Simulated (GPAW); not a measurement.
# CdS (Greenockite) (P6_3mc) in GPAW: further runs, part 2 of 2

GPAW 26.7.0. Earlier steps stand in the parts before.

## (3) Relaxation of cell and atoms, RPBE, target pressure 1 GPa, at which the enthalpy is minimised

run.py reads:

```python
from ase.filters import FrechetCellFilter
from ase.io import read, write
from ase.optimize import FIRE
from ase.units import GPa
from gpaw import GPAW, PW

atoms = read('CdS.cif')

calc = GPAW(mode=PW(600),
            xc='RPBE',
            kpts={'size': (5, 5, 3), 'gamma': True},
            occupations={'name': 'fermi-dirac', 'width': 0.05},
            nbands=31,
            convergence={'density': 1e-06, 'energy': 1e-06, 'eigenstates': 1e-10},
            maxiter=150,
            txt='gpaw.txt')
atoms.calc = calc
opt = FIRE(FrechetCellFilter(atoms, scalar_pressure=1 * GPa), trajectory='relax.traj', logfile='-')
done = opt.run(fmax=0.01, steps=60)
calc.write('gs.gpw')
write('result.traj', atoms)
print('Converged:', done)
print('Cell:', atoms.cell.cellpar().round(4))
print('Volume:', round(atoms.get_volume(), 4))
print(atoms.get_scaled_positions().round(5))
```

CdS.cif reads:

```cif
data_CdS
_cell_length_a 4.15000000
_cell_length_b 4.15000000
_cell_length_c 6.73700000
_cell_angle_alpha 90.00000000
_cell_angle_beta 90.00000000
_cell_angle_gamma 120.00000000
_space_group_name_H-M_alt 'P6_3mc'
_space_group_name_Hall 'P 6c -2c'
_space_group_IT_number 186
loop_
_space_group_symop_operation_xyz
'x,y,z'
'x-y,x,z+1/2'
'-y,x-y,z'
'-x,-y,z+1/2'
'-x+y,-x,z'
'y,-x+y,z+1/2'
'y,x,z+1/2'
'x,x-y,z'
'x-y,-y,z+1/2'
'-y,-x,z'
'-x,-x+y,z+1/2'
'-x+y,y,z'
loop_
_atom_site_label
_atom_site_type_symbol
_atom_site_symmetry_multiplicity
_atom_site_Wyckoff_symbol
_atom_site_fract_x
_atom_site_fract_y
_atom_site_fract_z
_atom_site_occupancy
Cd1 Cd 2 b 0.6666666667 0.3333333333 0.5000000000 1
S1 S 2 b 0.6666666667 0.3333333333 0.8750000000 1
```

Potentials or basis: the program's PAW data sets (release 1.2.1) made for this functional, pw.

Command:

```bash
> OMP_NUM_THREADS=1 python run.py
```

gpaw.txt:

```text
__  _  _
 | _ |_)|_||  |
 |__||  | ||/\| - 26.7.0

Input parameters:
  mode=PW(ecut=600.0),
  convergence={'density': 1e-06, 'energy': 1e-06, 'eigenstates': 1e-10},
  kpts=MonkhorstPack(size=(5, 5, 3), gamma=True),
  maxiter=150,
  nbands=31,
  occupations=Occupations(name='fermi-dirac', width=0.05),
  xc=XC(name='RPBE')

Diagonalizing LCAO Hamiltonian
Converting LCAO to pw mode

            S

            Cd
        S

        Cd

Atoms  # Å, Bohr magnetons
|   | symbol |        x |        y |        z |    initial magnetic moments |
|---|--------|----------|----------|----------|-----------------------------|
| 0 |     Cd | 2.075000 | 1.198002 | 3.368500 | ( 0.0000,  0.0000,  0.0000) |
[... 2657 lines left out ...]
| 1 |     Cd | 0.000000 | 2.440173 | -0.007064 | ( 0.0000,  0.0000,  0.0000) |
| 2 |      S | 2.113252 | 1.220086 |  6.025510 | ( 0.0000,  0.0000,  0.0000) |
| 3 |      S | 0.000000 | 2.440173 |  2.586385 | ( 0.0000,  0.0000,  0.0000) |

Unit cell  # Å
| periodic |         x |         y |        z |  lengths |     angles |
|----------|-----------|-----------|----------|----------|------------|
|      yes |  4.226503 | -0.000000 | 0.000000 | 4.226503 |  90.000000 |
|      yes | -2.113252 |  3.660259 | 0.000000 | 4.226503 |  90.000000 |
|      yes | -0.000000 |  0.000000 | 6.878242 | 6.878242 | 120.000000 |

Number of symmetries: 6
Symmetry operations  # r_c * U_cc + t_c -> r_c
|   | kind |            matrix            |
|---|------|------------------------------|
| 0 |  σ   |  1, 1, 0,  0,-1, 0,  0, 0, 1 |
| 1 |  E   |  1, 0, 0,  0, 1, 0,  0, 0, 1 |
| 2 |  C3  |  0, 1, 0, -1,-1, 0,  0, 0, 1 |
| 3 |  σ   |  0,-1, 0, -1, 0, 0,  0, 0, 1 |
| 4 |  σ   | -1, 0, 0,  1, 1, 0,  0, 0, 1 |
| 5 |  C3  | -1,-1, 0,  1, 0, 0,  0, 0, 1 |
[... 1156 lines left out ...]
Stress tensor  # eV/Ang^3
|         x |         y |         z |
|-----------|-----------|-----------|
| -0.005558 |  0.000000 |  0.000000 |
|  0.000000 | -0.005558 | -0.000000 |
| -0.000000 | -0.000000 | -0.005452 |

Forces  # eV/Ang
|       x |        y |        z |
|---------|----------|----------|
| 0.00000 |  0.00000 |  0.00119 |  # Cd   0
| 0.00000 | -0.00000 |  0.00118 |  # Cd   1
| 0.00000 |  0.00000 | -0.00127 |  # S    2
| 0.00000 | -0.00000 | -0.00128 |  # S    3

Interpolating wave functions to new cell
[... 473 lines left out ...]
Forces  # eV/Ang
|        x |        y |        z |
|----------|----------|----------|
|  0.00000 |  0.00000 | -0.00651 |  # Cd   0
| -0.00000 | -0.00000 | -0.00653 |  # Cd   1
|  0.00000 |  0.00000 |  0.00643 |  # S    2
|  0.00000 |  0.00000 |  0.00647 |  # S    3

# Writing to gs.gpw (mode='')
```

stdout:

```text
Step          Energy          fmax
FIRE:    0      -10.722141        0.542567
FIRE:    1      -10.729055        0.498223
FIRE:    2      -10.740911        0.415233
FIRE:    3      -10.754333        0.303524
FIRE:    4      -10.765671        0.175219
FIRE:    5      -10.772094        0.065207
[... 10 lines left out ...]
FIRE:   16      -10.773105        0.010051
FIRE:   17      -10.773100        0.007714
Converged: True
Cell: [  4.2197   4.2197   6.8618  90.      90.     120.    ]
Volume: 105.8111
[[0.66667 0.33333 0.49929]
 [0.33333 0.66667 0.99929]
 [0.66667 0.33333 0.87571]
 [0.33333 0.66667 0.37571]]
```

It took 4.3 min on 1 thread of Intel Xeon Platinum 8488C (Sapphire Rapids), shared host; peak memory 0.28 GiB.

Results:

```
Free energy                                            : -11.4335 eV
Relaxed volume                                         : 26.45 Å³/atom
Relaxed cell                                           : a = 4.220 Å, b = 4.220 Å, c = 6.862 Å, α = 90.00°, β = 90.00°, γ = 120.00°
Space group after relaxing (to 0.05 Å)                 : P6_3mc (No. 186)
Energy change on relaxing (the enthalpy is what falls) : -21.1 meV/atom
Ionic steps                                            : 18
Pressure after relaxing                                : 1.0 GPa
Largest force after relaxing                           : 0.007 eV/Å
Band gap on the k mesh                                 : 1.24 eV, direct
```

Forces in eV/Å, atoms in the order of the input:
```
Cd   0.000  0.000 -0.007
Cd   0.000  0.000 -0.007
S    0.000  0.000  0.006
S    0.000  0.000  0.006
```

Step by step:
```tsv
step	energy change (eV)	largest force (eV/Å)	pressure (GPa)	volume (Å³)
1	0.0000	0.0670	4.05	100.48
2	-0.0092	0.0575	3.82	100.84
3	-0.0254	0.0408	3.37	101.54
4	-0.0450	0.0203	2.78	102.54
5	-0.0640	0.0003	2.08	103.76
6	-0.0790	0.0156	1.35	105.14
7	-0.0882	0.0220	0.64	106.58
8	-0.0882	0.0215	0.65	106.57
9	-0.0881	0.0205	0.66	106.54
10	-0.0880	0.0190	0.68	106.51
11	-0.0878	0.0169	0.70	106.46
12	-0.0875	0.0146	0.73	106.41
13	-0.0872	0.0118	0.76	106.34
14	-0.0869	0.0088	0.79	106.27
15	-0.0864	0.0053	0.83	106.18
16	-0.0858	0.0013	0.88	106.08
17	-0.0851	0.0030	0.95	105.95
18	-0.0842	0.0065	1.01	105.81
```

Final structure:
```yaml
crystal:
  lattice:
    - [4.21969, 0.00000, 0.00000]
    - [-2.10985, 3.65436, 0.00000]
    - [0.00000, 0.00000, 6.86181]
  atoms:
    - { symbol: Cd, position: [0.66667, 0.33333, 0.49929] }
    - { symbol: Cd, position: [0.33333, 0.66667, 0.99929] }
    - { symbol: S, position: [0.66667, 0.33333, 0.87571] }
    - { symbol: S, position: [0.33333, 0.66667, 0.37571] }
```

Levels at points of the mesh, in eV from the valence-band top:
```tsv
k point	band 15	band 16	band 17	band 18	band 19	band 20	band 21	band 22
(0.00, 0.00, 0.00)	-0.68	-0.03	0.00	0.00	1.24	2.83	6.53	6.53
```

Caveat: later steps reuse the first step's grids. RPBE gaps usually lie below the measured ones, often by a third to a half.

## (4) Single point, PBE

run.py reads:

```python
from ase.dft.bandgap import bandgap
from ase.io import read, write
from ase.units import GPa
from gpaw import GPAW, PW

atoms = read('POSCAR')

calc = GPAW(mode=PW(500),
            xc='PBE',
            kpts={'size': (5, 5, 3), 'gamma': True},
            occupations={'name': 'fermi-dirac', 'width': 0.05},
            nbands=31,
            convergence={'density': 1e-05, 'energy': 1e-05},
            maxiter=80,
            txt='gpaw.txt')
atoms.calc = calc
energy = atoms.get_potential_energy()
forces = atoms.get_forces()
stress = atoms.get_stress()
calc.write('gs.gpw')
write('result.traj', atoms)
print(f'Energy: {energy:.6f} eV')
print('Forces (eV/A):')
print(forces.round(4))
print('Stress (GPa):', (stress / GPa).round(3))
print('Fermi level:', round(calc.get_fermi_level(), 4), 'eV')
print(f'Gap: {bandgap(calc)[0]:.4f} eV, direct: {bandgap(calc, direct=True)[0]:.4f} eV')
```

POSCAR reads:

```
CdS
1.0
    4.1500000000      0.0000000000      0.0000000000
   -2.0750000000      3.5940054257      0.0000000000
    0.0000000000      0.0000000000      6.7370000000
Cd S
2 2
Direct
    0.6666666667      0.3333333333      0.5000000000
    0.3333333333      0.6666666667      0.0000000000
    0.6666666667      0.3333333333      0.8750000000
    0.3333333333      0.6666666667      0.3750000000
```

Potentials or basis: GPAW PAW data sets (gpaw-data 1.2.1), pw.

Command:

```bash
> OMP_NUM_THREADS=1 python run.py
```

gpaw.txt:

```text
__  _  _
 | _ |_)|_||  |
 |__||  | ||/\| - 26.7.0

Input parameters:
  mode=PW(ecut=500.0),
  convergence={'density': 1e-05, 'energy': 1e-05},
  kpts=MonkhorstPack(size=(5, 5, 3), gamma=True),
  maxiter=80,
  nbands=31,
  occupations=Occupations(name='fermi-dirac', width=0.05),
  xc=XC(name='PBE')

Diagonalizing LCAO Hamiltonian
Converting LCAO to pw mode

            S

            Cd
        S

        Cd

Atoms  # Å, Bohr magnetons
|   | symbol |         x |        y |        z |    initial magnetic moments |
|---|--------|-----------|----------|----------|-----------------------------|
| 0 |     Cd |  2.075000 | 1.198002 | 3.368500 | ( 0.0000,  0.0000,  0.0000) |
| 1 |     Cd | -0.000000 | 2.396004 | 0.000000 | ( 0.0000,  0.0000,  0.0000) |
| 2 |      S |  2.075000 | 1.198002 | 5.894875 | ( 0.0000,  0.0000,  0.0000) |
| 3 |      S | -0.000000 | 2.396004 | 2.526375 | ( 0.0000,  0.0000,  0.0000) |

Unit cell  # Å
| periodic |         x |        y |        z |  lengths |     angles |
|----------|-----------|----------|----------|----------|------------|
|      yes |  4.150000 | 0.000000 | 0.000000 | 4.150000 |  90.000000 |
|      yes | -2.075000 | 3.594005 | 0.000000 | 4.150000 |  90.000000 |
|      yes |  0.000000 | 0.000000 | 6.737000 | 6.737000 | 120.000000 |

Number of symmetries: 6
Symmetry operations  # r_c * U_cc + t_c -> r_c
|   | kind |            matrix            |
|---|------|------------------------------|
| 0 |  σ   |  1, 1, 0,  0,-1, 0,  0, 0, 1 |
| 1 |  E   |  1, 0, 0,  0, 1, 0,  0, 0, 1 |
| 2 |  C3  |  0, 1, 0, -1,-1, 0,  0, 0, 1 |
| 3 |  σ   |  0,-1, 0, -1, 0, 0,  0, 0, 1 |
| 4 |  σ   | -1, 0, 0,  1, 1, 0,  0, 0, 1 |
| 5 |  C3  | -1,-1, 0,  1, 0, 0,  0, 0, 1 |

BZ-sampling:
  Number of BZ points: 75
  Number of IBZ points: 12

  Monkhorst-Pack size: [5, 5, 3]
  Monkhorst-Pack shift: [0, 0, 0]

K-points  # in reciprocal-cell coordinates
|     |                                coordinates |     weight |
|-----|--------------------------------------------|------------|
|   0 | (  0.00000000,   0.00000000,   0.00000000) | 0.01333333 |
|   1 | (  0.00000000,   0.00000000,   0.33333333) | 0.02666667 |
|   2 | (  0.20000000,   0.00000000,  -0.33333333) | 0.08000000 |
|   3 | (  0.20000000,   0.00000000,   0.00000000) | 0.08000000 |
|   4 | (  0.20000000,   0.00000000,   0.33333333) | 0.08000000 |
|   5 | (  0.40000000,  -0.20000000,   0.00000000) | 0.08000000 |
|   6 | (  0.40000000,  -0.20000000,   0.33333333) | 0.16000000 |
|   7 | (  0.40000000,   0.00000000,  -0.33333333) | 0.08000000 |
|   8 | (  0.40000000,   0.00000000,   0.00000000) | 0.08000000 |
|   9 | (  0.40000000,   0.00000000,   0.33333333) | 0.08000000 |
| ... |                                            |            |
|  11 | (  0.40000000,   0.40000000,   0.33333333) | 0.16000000 |

Plane wave coefficients: 2575
Cutoff: 500.0 eV

Spin-components: 1 (collinear spins)
Bands:           31
Projectors:      22
Spin-degeneracy: 2
Datatype:        complex128

Parallelization:
  kpt:    1
  domain: 1
  band:   1

Density:
  Valence electrons: 36.0
  Components: 1
  Grid points: [24 24 35]
  Charge: 0.0  # |e|

Potential:
  Grid points: [24 24 35]

species:
  Cd:
    name:    Cadmium
    Z:       48.0
    valence: 12
    core:    36
    charge:  0.0  # [|e|]
    compensation charges:
      type: gauss
      rc: 0.38  # [Å]
      lmax: 2
    cutoffs:
      filter: 2.12  # [Å]
      core: 2.62  # [Å]
    projectors
    | kind |    occ | energy [eV] | rcut [Å] |
    |------|--------|-------------|----------|
    |   5s |  2.000 |      -5.655 |    1.191 |
    |   5p |  0.000 |      -1.186 |    1.228 |
    |   4d | 10.000 |     -11.739 |    1.164 |
    |    s |        |      21.556 |    1.191 |
    |    p |        |      26.026 |    1.228 |
    |    d |        |      15.473 |    1.164 |

    Using partial waves for Cd as LCAO basis

  S:
    name:    Sulfur
    Z:       16.0
    valence: 6
    core:    10
    charge:  0.0  # [|e|]
    compensation charges:
      type: gauss
      rc: 0.24  # [Å]
      lmax: 2
    cutoffs:
      filter: 1.77  # [Å]
      core: 1.66  # [Å]
    projectors
    | kind |    occ | energy [eV] | rcut [Å] |
    |------|--------|-------------|----------|
    |   3s |  2.000 |     -17.254 |    0.974 |
    |   3p |  4.000 |      -7.008 |    0.979 |
    |    s |        |       9.957 |    0.974 |
    |    p |        |      20.203 |    0.979 |
    |    d |        |       0.000 |    0.900 |

    Using partial waves for S as LCAO basis

Reference energy: -326061.476468  # eV

eigensolver:
  PPCG
  Converge bands: occupied
  niter=2

density mixing:
  MSR1-Mixer
  Pratt-step length: 0.05
  Maximum mixing coefficient: 0.75
  Old densities: 10
  SVD Regularization: 0.005
  Good broyden scale: 1.0
  Trust region scale: 1.0
  Backstep threshold: 4.0
  History deletion threshold: 6.0
  Fourier metric: weight=20.0, sigma=0.015

occupation numbers:
  Fermi-Dirac:
    width: 0.0500  # eV

poisson solver:
  ecut: 4000.0  # eV

xc functional:
  name: PBE with 2 nearest neighbor stencil

convergence criteria:
- Maximum integral of absolute [dens]ity change: 1e-05 electrons / valence electron
- Maximum [total energy] change in last 3 cyles: 1e-05 eV / valence electron
- Maximum integral of absolute [eigenst]ate change: 4e-08 eV^2 / valence electron
maximum number of iterations: 80

SCF iterations
|iter     | |      energy | eigst |  dens |
|---------|-|-------------|-------|-------|
|iter:   1| |  -13.672562 | -0.46 |       |
|iter:   2| |  -13.445526 | -2.15 | -1.12 |
|iter:   3| |  -12.652464 | -1.37 | -1.16 |
|iter:   4| |  -12.648589 | -3.25 | -1.73 |
|iter:   5| |  -12.647827 | -3.65 | -2.16 |
|iter:   6| |  -12.647920 | -5.00 | -2.89 |
|iter:   7| |  -12.647932c| -6.04 | -3.48 |
|iter:   8| |  -12.647932c| -6.86 | -3.83 |
|iter:   9| |  -12.647932c| -7.57c| -4.84 |
|iter:  10| |  -12.647932c| -7.98c| -5.26c|

Converged in 10 steps
Energy contributions relative to reference atoms: (reference = -326061.476468)

Energy contributions:
  Kinetic:          37.118147
  Coulomb:         -33.558254
  Zero:              0.246988
  External:          0.000000
  Xc:              -16.454812
  Entropy:          -0.000000
  Spinorbit:         0.000000
  ----------------------------
  Free energy:     -12.647932
  Extrapolated:    -12.647932

dipole moment: (0.000004, -0.000024, -18.973348)  # |e|*Ang

Fermi level: 4.079
Eigenvalues  # (at kpt = [0.000, 0.000, 0.000])
| band index |      eig [eV] | occ [0-2] |
|------------|---------------|-----------|
|          0 |        -8.845 |     2.000 |
|        ... |               |           |
|         10 |        -3.654 |     2.000 |
|         11 |        -3.319 |     2.000 |
|         12 |        -0.880 |     2.000 |
|         13 |         2.702 |     2.000 |
|         14 |         2.702 |     2.000 |
|         15 |         3.423 |     2.000 |
[... 8 lines left out ...]
|         24 |        10.995 |     0.000 |
|         25 |        11.133 |     0.000 |
|        ... |               |           |
|         30 |        14.976 |     0.000 |

Gap: 1.177 eV
Transition (v -> c):
  (s=0, k=0, n=17, [0.00, 0.00, 0.00]) -> (s=0, k=0, n=18, [0.00, 0.00, 0.00])
No difference between direct/indirect transitions

Forces  # eV/Ang
|        x |       y |        z |
|----------|---------|----------|
|  0.00000 | 0.00000 | -0.06409 |  # Cd   0
| -0.00000 | 0.00000 | -0.06435 |  # Cd   1
|  0.00000 | 0.00000 |  0.06411 |  # S    2
| -0.00000 | 0.00000 |  0.06427 |  # S    3

Stress tensor  # eV/Ang^3
|         x |         y |         z |
|-----------|-----------|-----------|
| -0.008576 |  0.000000 |  0.000000 |
|  0.000000 | -0.008576 |  0.000000 |
|  0.000000 |  0.000000 | -0.012281 |

# Writing to gs.gpw (mode='')
```

Run time: 13 s. Hardware: 1 thread of Intel Xeon Platinum 8488C (Sapphire Rapids), shared host; peak memory 0.18 GiB.

What came out:

| Quantity | Value |
| --- | --- |
| Free energy | -12.6479 eV |
| Pressure | 1.6 GPa |
| Largest force | 0.064 eV/Å |
| Band gap on the k mesh | 1.18 eV, direct |

Forces in eV/Å, atoms in the order of the input:
```
Cd   0.000  0.000 -0.064
Cd   0.000  0.000 -0.064
S    0.000  0.000  0.064
S    0.000  0.000  0.064
```

Stress tensor (GPa, compression positive):
```
1.37 0.00 0.00
0.00 1.37 0.00
0.00 0.00 1.97
```

Caveat: the cutoff is short for stress and forces, so pressures can be off by a GPa or more.

## (5) Overview

| task | level | potentials or basis | cell | cutoff (eV) | maxiter | optimizer | fmax | max steps | target pressure | other keys | gap on the mesh (eV) | pressure (GPa) | largest force (eV/Å) |
| --- | --- | --- | --- | --- | --- | --- | --- | --- | --- | --- | --- | --- | --- |
| relaxation of cell and atoms | AM05 | PAW data sets generated in the run's folder for this functional, pw | relaxed | 600 | 150 | FIRE | 0.02 eV/Å | 100 | - | - | 1.19 | 0.1 | 0.02 |
| relaxation of cell and atoms | RPBE | the program's PAW data sets (release 1.2.1) made for this functional, pw | relaxed to 1 GPa | 600 | 150 | FIRE | 0.01 eV/Å | 60 | 1 GPa | - | 1.24 | 1.0 | 0.01 |
| single point | PBE | GPAW PAW data sets (gpaw-data 1.2.1), pw | as given | 500 | 80 | - | - | - | - | several, not listed | 1.18 | 1.6 | 0.06 |

Alike in all rows: no spin polarisation; k mesh 5 × 5 × 3; smearing fermi-dirac 0.05 eV.

Caveats: later steps reuse the first step's grids (some runs); the cutoff is short for stress and forces, so pressures can be off by a GPa or more (some runs).

Absolute energies hang on the potentials; compare differences alone.
